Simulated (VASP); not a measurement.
# AlN (Fm-3m) in VASP: settings compared, part 2 of 2

VASP 6.6.1. The steps go on from the part before.

## Step 4: Relaxation of cell and atoms, r2SCAN

Contents of INCAR:

```
PREC     = Accurate       # precision mode
ENCUT    = 600            # plane-wave cutoff, eV
EDIFF    = 1E-6           # SCF threshold, eV
ISMEAR   = 0              # smearing method
SIGMA    = 0.03           # smearing width, eV
LREAL    = F              # projectors in reciprocal space
LASPH    = T              # aspherical terms in the spheres
NELM     = 80             # most SCF steps
ALGO     = Normal         # electronic algorithm
ISIF     = 3              # what is computed and relaxed
LWAVE    = F              # write WAVECAR
LCHARG   = F              # write CHGCAR
METAGGA  = R2SCAN         # meta-GGA
LMIXTAU  = T            
IBRION   = 2              # ionic algorithm
NSW      = 90             # ionic steps
EDIFFG   = -0.01          # ionic threshold
```

Contents of KPOINTS:

```
regular mesh
0
Gamma
  12 12 12
```

Contents of POSCAR:

```
AlN
1.0
    0.0000000000      2.0345180000      2.0345180000
    2.0345180000      0.0000000000      2.0345180000
    2.0345180000      2.0345180000      0.0000000000
Al N
1 1
Direct
    0.5000000000      0.5000000000      0.5000000000
    0.0000000000      0.0000000000      0.0000000000
```

Potentials or basis: VASP PAW PBE potentials, release 64 (Al, N).

On the command line:

```bash
$ cat potpaw_PBE.64/Al/POTCAR potpaw_PBE.64/N/POTCAR > POTCAR
$ mpirun -np 1 vasp_std > vasp.out
```

OUTCAR:

```text
PREC = Accurate
   ENCUT = 600
   EDIFF = 1E-6
   ISMEAR = 0
   LREAL = F
   LASPH = T
   NELM = 80
   ISIF = 3
   METAGGA = R2SCAN
   IBRION = 2
   NSW = 90
   EDIFFG = -0.01

 ion  position               nearest neighbor table
   1  0.500  0.500  0.500-   2 2.03   2 2.03   2 2.03   2 2.03   2 2.03   2 2.03
   2  0.000  0.000  0.000-   1 2.03   1 2.03   1 2.03   1 2.03   1 2.03   1 2.03

  LATTYP: Found a face centered cubic cell.
 ALAT       =     4.0690360000

  Lattice vectors:

 A1 = (   0.0000000000,   2.0345180000,   2.0345180000)
 A2 = (   2.0345180000,   0.0000000000,   2.0345180000)
 A3 = (   2.0345180000,   2.0345180000,   0.0000000000)

Analysis of symmetry for initial positions (statically):
=====================================================================
 Subroutine PRICEL returns:
 Original cell was already a primitive cell.

 Routine SETGRP: Setting up the symmetry group for a
 face centered cubic supercell.

 Subroutine GETGRP returns: Found 48 space group operations
 (whereof 48 operations were pure point group operations)
 out of a pool of 48 trial point group operations.

The static configuration has the point symmetry O_h .

Analysis of symmetry for dynamics (positions and initial velocities):
=====================================================================
 Subroutine PRICEL returns:
 Original cell was already a primitive cell.

 Routine SETGRP: Setting up the symmetry group for a
 face centered cubic supercell.

 Subroutine GETGRP returns: Found 48 space group operations
 (whereof 48 operations were pure point group operations)
 out of a pool of 48 trial point group operations.

The dynamic configuration has the point symmetry O_h .

 Subroutine INISYM returns: Found 48 space group operations
 (whereof 48 operations are pure point group operations),
 and found     1 'primitive' translations

----------------------------------------------------------------------------------------

                                     Primitive cell

  volume of cell :      16.8428

  direct lattice vectors                    reciprocal lattice vectors
     0.000000000  2.034518000  2.034518000    -0.245758455  0.245758455  0.245758455
     2.034518000  0.000000000  2.034518000     0.245758455 -0.245758455  0.245758455
[... 98 lines left out ...]
   EMIN   =  10.00;   EMAX   =-10.00  energy-range for DOS
   EFERMI =   0.00;   METHOD = LEGACY
   ISMEAR =     0;   SIGMA  =   0.03  broadening in eV -4-tet -1-fermi 0-gaus
   EFERMI_NEDOS =   21; number of points for ismear=-14 and -15
   IALGO  =     38    algorithm
   IMIX   =      4    mixing-type and parameters
     AMIX     =   0.40;   BMIX     =  1.00
     AMIX_MAG =   1.60;   BMIX_MAG =  1.00
  volume/ion in A,a.u.               =       8.42        56.83
  Fermi-wavevector in a.u.,A,eV,Ry     =   1.277321  2.413786 22.198561  1.631548
  Thomas-Fermi vector in A             =   2.409927
   LORBIT       =      0    0 simple, 1 ext, 2 COOP (PROOUT), +10 PAW based schemes
   METAGGA = R2SCAN    functional components
   LHFCALC =     F    Hartree Fock is set to
   AEXX    =    0.0000 exact exchange contribution
   IVDW    =     0    specifies the selected vdW correction
   LEPSILON=     F    determine dielectric tensor
   LRPA    =     F    only Hartree local field effects (RPA)
 conjugate gradient relaxation of ions
 non-spin polarized calculation
 Gauss-broadening in eV      SIGMA  =   0.03
  energy-cutoff  :      600.00
  volume of cell :       16.84
 maximum number of plane-waves:       588
   NGX = 11   NGY = 11   NGZ = 11

--------------------------------------- Ionic step        1  -------------------------------------------

 number of electron       7.9999999 magnetization

 Free energy of the ion-electron system (eV)
  ---------------------------------------------------
  ext. energy  EPLUGINS =         0.00000000
  ---------------------------------------------------
  free energy    TOTEN  =       -18.88804327 eV

  energy without entropy =      -18.88804327  energy(sigma->0) =      -18.88804327

 E-fermi :   9.7522     XC(G=0): -12.7838

 val. band max:        9.5314013533   @ k =   0.0000   0.0000   0.0000
 cond. band min:      14.8240995930   @ k =   0.5000   0.5000   0.0000
 fundamental gap:      5.2926982397
 Fermi energy:         9.7521819117

 k-point     1 :       0.0000    0.0000    0.0000
  band No.  band energies     occupation
      1      -8.6962      2.00000
      2       9.5314      2.00000
      3       9.5314      2.00000
      4       9.5314      2.00000
      5      15.7642      0.00000
      6      22.3774      0.00000
      7      22.3774      0.00000
      8      22.3774      0.00000
[... 324 lines left out ...]
--------------------------------------- Ionic step        3  -------------------------------------------

 number of electron       7.9999999 magnetization

 Free energy of the ion-electron system (eV)
  ---------------------------------------------------
  ext. energy  EPLUGINS =         0.00000000
  ---------------------------------------------------
  free energy    TOTEN  =       -18.89747906 eV

  energy without entropy =      -18.89747906  energy(sigma->0) =      -18.89747906

 E-fermi :  10.0530     XC(G=0): -12.9119

 val. band max:        9.8613643658   @ k =   0.0000   0.0000   0.0000
 cond. band min:      15.4162047411   @ k =   0.5000   0.5000   0.0000
 fundamental gap:      5.5548403753
 Fermi energy:        10.0530227899

 k-point     1 :       0.0000    0.0000    0.0000
  band No.  band energies     occupation
      1      -8.6027      2.00000
      2       9.8614      2.00000
      3       9.8614      2.00000
      4       9.8614      2.00000
      5      16.4817      0.00000
      6      22.7968      0.00000
      7      22.7968      0.00000
      8      22.7968      0.00000
[... 282 lines left out ...]
  FREE ENERGIE OF THE ION-ELECTRON SYSTEM (eV)
  ---------------------------------------------------
  free  energy   TOTEN  =       -18.8974790616 eV

  energy  without entropy=      -18.8974790616  energy(sigma->0) =      -18.89747906

 reached required accuracy - stopping structural energy minimisation
```

OSZICAR:

```text
N       E                     dE             d eps       ncg     rms          rms(c)
DAV:   1     0.580608510715E+01    0.58061E+01   -0.47182E+03  1160   0.107E+03
DAV:   2    -0.220752815604E+02   -0.27881E+02   -0.26598E+02  1584   0.153E+02
DAV:   3    -0.225467742575E+02   -0.47149E+00   -0.47149E+00  1376   0.249E+01
DAV:   4    -0.225479713297E+02   -0.11971E-02   -0.11971E-02  1648   0.116E+00
[... 34 lines left out ...]
DAV:   7    -0.188974920070E+02   -0.45464E-04   -0.20394E-05  1184   0.488E-02    0.465E-03
DAV:   8    -0.188974754010E+02    0.16606E-04   -0.32215E-06  1152   0.218E-02    0.166E-03
DAV:   9    -0.188974810413E+02   -0.56403E-05   -0.41094E-07   576   0.683E-03    0.679E-04
DAV:  10    -0.188974787019E+02    0.23394E-05   -0.36395E-08   576   0.314E-03    0.465E-04
DAV:  11    -0.188974790616E+02   -0.35974E-06   -0.19641E-08   576   0.112E-03
   3 F= -.18897479E+02 E0= -.18897479E+02  d E =-.943579E-02
```

CONTCAR:

```text
AlN
   1.00000000000000
    -0.0000000000000000    2.0170435295848868    2.0170435295848868
     2.0170435295848868   -0.0000000000000000    2.0170435295848868
     2.0170435295848868    2.0170435295848868    0.0000000000000000
  Al              N
     1     1
Direct
     0.5000000000000000    0.5000000000000000    0.5000000000000000
     0.0000000000000000    0.0000000000000000    0.0000000000000000

  0.00000000E+00  0.00000000E+00  0.00000000E+00
  0.00000000E+00  0.00000000E+00  0.00000000E+00
```

Run time: 40 s. Hardware: 1 thread of Intel Xeon 6975P-C (Granite Rapids), shared host; peak memory 0.15 GiB.

What came out:

```
Free energy                            : -18.8975 eV
Relaxed volume                         : 8.21 Å³/atom
Relaxed cell                           : a = 2.853 Å, b = 2.853 Å, c = 2.853 Å, α = 60.00°, β = 60.00°, γ = 60.00°
Space group after relaxing (to 0.05 Å) : Fm-3m (No. 225)
Energy gained by relaxing              : 4.7 meV/atom
Ionic steps                            : 3
Pressure after relaxing                : 0.1 GPa
Band gap on the k mesh                 : 5.55 eV, indirect (least direct gap 6.62 eV)
```

Step by step:
```
step  energy change (eV)  largest force (eV/Å)  pressure (GPa)  volume (Å³)
   1              0.0000                0.0000           -6.84        16.84
   2              0.0008                0.0000            7.88        15.98
   3             -0.0094                0.0000            0.07        16.41
```

Final structure:
```
CELL_PARAMETERS angstrom
0.00000 2.01704 2.01704
2.01704 0.00000 2.01704
2.01704 2.01704 0.00000
ATOMIC_POSITIONS crystal
Al 0.50000 0.50000 0.50000
N 0.00000 0.00000 0.00000
```

Caveat: the PAW data sets were made with another functional, which shifts forces and pressure a little. r2SCAN opens gaps a little over a GGA but as a rule still falls short of measured ones.

## Step 5: Relaxation of cell and atoms, r2SCAN

This run uses another cell than the first one, of 8.21 Å³/atom, 0.974 times its volume.

Edit INCAR of step 4 so:

```diff
@@ -2,3 +2,3 @@
 ENCUT    = 600            # plane-wave cutoff, eV
-EDIFF    = 1E-6           # SCF threshold, eV
+EDIFF    = 1E-7           # SCF threshold, eV
 ISMEAR   = 0              # smearing method
@@ -16,2 +16,2 @@
 NSW      = 90             # ionic steps
-EDIFFG   = -0.01          # ionic threshold
+EDIFFG   = -0.005         # ionic threshold
```

KPOINTS is that of step 4.

Contents of POSCAR:

```
AlN                                     
1.0
   -0.0000000000      2.0170435296      2.0170435296
    2.0170435296     -0.0000000000      2.0170435296
    2.0170435296      2.0170435296      0.0000000000
  Al              N             
     1     1
Direct
     0.5000000000000000    0.5000000000000000    0.5000000000000000
     0.0000000000000000    0.0000000000000000    0.0000000000000000
```

On the command line:

```bash
$ cat potpaw_PBE.64/Al/POTCAR potpaw_PBE.64/N/POTCAR > POTCAR
$ mpirun -np 1 vasp_std > vasp.out
```

Wall time 20 s (1 thread of Intel Xeon 6975P-C (Granite Rapids), shared host); peak memory 0.14 GiB.

The run converged. Its results:

* Free energy: -18.8972 eV
* Pressure after relaxing: 0.1 GPa
* Band gap on the k mesh: 5.55 eV, indirect (least direct gap 6.62 eV)

Final structure:
```
Al N
1.0
     0.00000    2.01704    2.01704
     2.01704    0.00000    2.01704
     2.01704    2.01704    0.00000
Al N
1 1
Direct
  0.50000 0.50000 0.50000
  0.00000 0.00000 0.00000
```

Levels at points of the mesh, in eV from the valence-band top:
```tsv
k point	band 2	band 3	band 4	band 5	band 6	band 7
(0.00, 0.00, 0.00)	0.00	0.00	0.00	6.62	12.94	12.94
(0.50, 0.00, 0.00)	-8.49	-1.17	-1.17	6.96	11.96	11.96
(0.50, 0.50, 0.00)	-7.59	-2.91	-2.91	5.55	5.97	15.46
```

Caveat: the relaxation stopped at its first step, so nothing moved; the PAW data sets were made with another functional, which shifts forces and pressure a little. A k mesh can miss the band edges.

## Step 6: Relaxation of cell and atoms, LDA

Contents of INCAR:

```
PREC = Accurate
ENCUT = 600
EDIFF = 1E-6
ISMEAR = 0
SIGMA = 0.03
LREAL = False
LASPH = True
NELM = 80
ALGO = Normal
ISIF = 3
LWAVE = False
LCHARG = False
IBRION = 2
NSW = 90
EDIFFG = -0.01
```

KPOINTS is that of step 5.

Contents of POSCAR:

```
AlN
1.0
    0.0000000000      2.0345180000      2.0345180000
    2.0345180000      0.0000000000      2.0345180000
    2.0345180000      2.0345180000      0.0000000000
Al N
1 1
Direct
    0.5000000000      0.5000000000      0.5000000000
    0.0000000000      0.0000000000      0.0000000000
```

Potentials or basis: VASP PAW LDA potentials, release 64 (Al, N).

On the command line:

```bash
$ cat potpaw_LDA.64/Al/POTCAR potpaw_LDA.64/N/POTCAR > POTCAR
$ mpirun -np 1 vasp_std > vasp.out
```

It took 5.9 s on 1 thread of Intel Xeon 6975P-C (Granite Rapids), shared host; peak memory 0.13 GiB.

Results (log left out):

- Free energy: -16.2325 eV
- Relaxed volume: 8.08 Å³/atom
- Relaxed cell: a = 2.838 Å, b = 2.838 Å, c = 2.838 Å, α = 60.00°, β = 60.00°, γ = 60.00°
- Space group after relaxing (to 0.05 Å): Fm-3m (No. 225)
- Energy gained by relaxing: 11.6 meV/atom
- Ionic steps: 3
- Pressure after relaxing: -0.1 GPa
- Band gap on the k mesh: 4.67 eV, indirect (least direct gap 6.09 eV)

The path:
| step | energy change (eV) | largest force (eV/Å) | pressure (GPa) | volume (Å³) |
| --- | --- | --- | --- | --- |
| 1 | 0.0000 | 0.0000 | -10.53 | 16.84 |
| 2 | -0.0005 | 0.0000 | 11.97 | 15.53 |
| 3 | -0.0232 | 0.0000 | -0.08 | 16.16 |

Final structure:
```
Al N
1.0
     0.00000    2.00682    2.00682
     2.00682    0.00000    2.00682
     2.00682    2.00682    0.00000
Al N
1 1
Direct
  0.50000 0.50000 0.50000
  0.00000 0.00000 0.00000
```

Levels at points of the mesh, in eV from the valence-band top:
```tsv
k point	band 1	band 2	band 3	band 4	band 5	band 6	band 7	band 8
(0.00, 0.00, 0.00)	-17.61	0.00	0.00	0.00	6.09	12.09	12.09	12.09
(0.50, 0.00, 0.00)	-14.18	-8.49	-1.12	-1.12	6.27	10.98	10.98	13.45
(0.50, 0.50, 0.00)	-13.14	-7.56	-2.87	-2.87	4.67	5.16	14.16	17.33
```

A k mesh can miss the band edges.

## Step 7: Relaxation of cell and atoms, LDA

This run uses another cell than the first one, of 8.08 Å³/atom, 0.960 times its volume.

Edit INCAR of step 6 so:

```diff
@@ -2,3 +2,3 @@
 ENCUT = 600
-EDIFF = 1E-6
+EDIFF = 1E-7
 ISMEAR = 0
@@ -14,2 +14,2 @@
 NSW = 90
-EDIFFG = -0.01
+EDIFFG = -0.005
```

KPOINTS is that of step 6.

Contents of POSCAR:

```
AlN                                     
1.0
    0.0000000000      2.0068171721      2.0068171721
    2.0068171721      0.0000000000      2.0068171721
    2.0068171721      2.0068171721      0.0000000000
  Al              N             
     1     1
Direct
     0.5000000000000000    0.5000000000000000    0.5000000000000000
     0.0000000000000000    0.0000000000000000    0.0000000000000000
```

On the command line:

```bash
$ cat potpaw_LDA.64/Al/POTCAR potpaw_LDA.64/N/POTCAR > POTCAR
$ mpirun -np 1 vasp_std > vasp.out
```

Wall time 3.3 s (1 thread of Intel Xeon 6975P-C (Granite Rapids), shared host); peak memory 0.13 GiB.

Results (log left out):

```yaml
Free_energy: -16.2314 eV
Pressure_after_relaxing: 0.0 GPa
Band_gap_on_the_k_mesh: 4.67 eV, indirect (least direct gap 6.09 eV)
```

Final structure:
```yaml
crystal:
  lattice:
    - [0.00000, 2.00682, 2.00682]
    - [2.00682, 0.00000, 2.00682]
    - [2.00682, 2.00682, 0.00000]
  atoms:
    - { symbol: Al, position: [0.50000, 0.50000, 0.50000] }
    - { symbol: N, position: [0.00000, 0.00000, 0.00000] }
```

Levels at points of the mesh, in eV from the valence-band top:
```csv
k point,band 1,band 2,band 3,band 4,band 5,band 6,band 7,band 8
"(0.00, 0.00, 0.00)",-17.61,0.00,0.00,0.00,6.09,12.09,12.09,12.09
"(0.50, 0.00, 0.00)",-14.18,-8.49,-1.12,-1.12,6.27,10.98,10.98,13.45
"(0.50, 0.50, 0.00)",-13.14,-7.56,-2.87,-2.87,4.67,5.16,14.16,17.33
```

Caveat: the relaxation stopped at its first step, so nothing moved.

## Step 8: Summary

| level | potentials or basis | gap on the mesh (eV) | pressure (GPa) |
| --- | --- | --- | --- |
| PBE | VASP PAW PBE potentials, release 64 (Al, N) | 4.43 | 0.0 |
| r2SCAN | VASP PAW PBE potentials, release 64 (Al, N) | 5.55 | 0.1 |
| LDA | VASP PAW LDA potentials, release 64 (Al, N) | 4.67 | 0.0 |

Alike in all rows: task relaxation of cell and atoms; no spin polarisation; cell relaxed; k mesh 12 × 12 × 12; cutoff (eV) 600; smearing gaussian 0.03 eV.

Caveats: the relaxation stopped at its first step, so nothing moved (some runs); the PAW data sets were made with another functional, which shifts forces and pressure a little (some runs).

Absolute energies hang on the potentials; compare differences alone.
